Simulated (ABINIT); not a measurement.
The system is SnO.

```xyz
4
Lattice="3.8137 0.0000 0.0000 0.0000 3.8137 0.0000 0.0000 0.0000 4.8869" Properties=species:S:1:pos:R:3 pbc="T T T"
Sn    1.9068    0.0000    3.7367
Sn    0.0000    1.9068    1.1503
O     0.0000    0.0000    0.0000
O     1.9068    1.9068    0.0000
```

The cell is a database's computed one.

- Program: ABINIT 10.8.3 (patched build)
- Task: relaxation of cell and atoms
- Functional: PBE
- Dispersion: D3(BJ)
- Potentials or basis: JTH PAW PBE v2.0
- Cutoff: 626 eV
- k mesh: 4 × 4 × 3
- Occupations: fermi-dirac, width 0.05 eV
- Spin: no spin polarisation

At the start: pressure 1.3 GPa; volume 17.77 Å³/atom.

Problem. How do energy, volume and symmetry change on relaxing?

Solution. Over 9 steps the energy falls by 4.9 meV/atom and the volume is 17.29 Å³/atom (-2.7 %); space group P4/nmm (No. 129, to 0.05 Å).

Step by step:
| step | energy change (eV) | largest force (eV/Å) | pressure (GPa) | volume (Å³) |
| --- | --- | --- | --- | --- |
| 1 | 0.0000 | 0.4060 | 1.27 | 71.08 |
| 2 | -0.0049 | 0.2824 | 0.75 | 71.18 |
| 3 | -0.0093 | 0.0318 | -0.34 | 71.39 |
| 4 | -0.0097 | 0.0133 | -0.42 | 71.37 |
| 5 | -0.0111 | 0.0578 | -0.73 | 71.16 |
| 6 | -0.0132 | 0.1291 | -1.04 | 70.62 |
| 7 | -0.0147 | 0.3063 | -1.12 | 69.08 |
| 8 | -0.0176 | 0.1533 | -0.77 | 69.44 |
| 9 | -0.0194 | 0.0406 | -0.26 | 69.16 |

Final structure:
```
CELL_PARAMETERS angstrom
3.81537 0.00000 0.00000
0.00000 3.81537 0.00000
0.00000 0.00000 4.75063
ATOMIC_POSITIONS crystal
Sn 0.50000 0.00000 0.75287
Sn 0.00000 0.50000 0.24713
O 0.00000 0.00000 0.00000
O 0.50000 0.50000 0.00000
```

Caveat: the k mesh is coarse (spacing up to 0.43 Å⁻¹), so the values aren't converged; the log and the count of SCF iterations are those of the last ABINIT call alone; pairwise dispersion overbinds metals, which lowers pressure and volume.
